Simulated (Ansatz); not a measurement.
Hg (R-3m) under several functionals

Plane-wave DFT in Ansatz with scalar-relativistic PAW potentials. The same structure was relaxed (cell and atoms, symmetry kept) in separate runs at each level. No spin polarisation.

```tsv
level	cutoff (eV)	k mesh	V (Å³/atom)	a (Å)	c (Å)	B0 (GPa)
PBE+D3(BJ)	420	12×12×12	25.082	3.579	6.782	–
r2SCAN	500	12×12×12	26.933	3.922	6.066	18
PBE	420	15×15×15	29.343	4.042	6.222	–
```

**Question.** Where does PBEsol (420 eV, k mesh 12×12×12) fall?

**Answer.** V (Å³/atom) 25.242, a (Å) 3.898, c (Å) 5.753. Its volume is between those of PBE+D3(BJ) and r2SCAN. The usual order of volumes, PBEsol < PBE, holds here (25.242, 29.343 Å³/atom). As a rule PBEsol, built on the gradient expansion of slowly varying densities, lies between LDA and PBE; PBE's stronger gradient term for exchange weakens bonds. Adding D3 to PBE changes the volume by -14.5 %; the term is attractive, so it pulls cells in. In metals the pairwise form ignores screening by the conduction electrons and often pulls in too far. r2SCAN lies 8.2 % under PBE in volume.

Spin–orbit coupling is left out, which can shift energies with elements as heavy as these.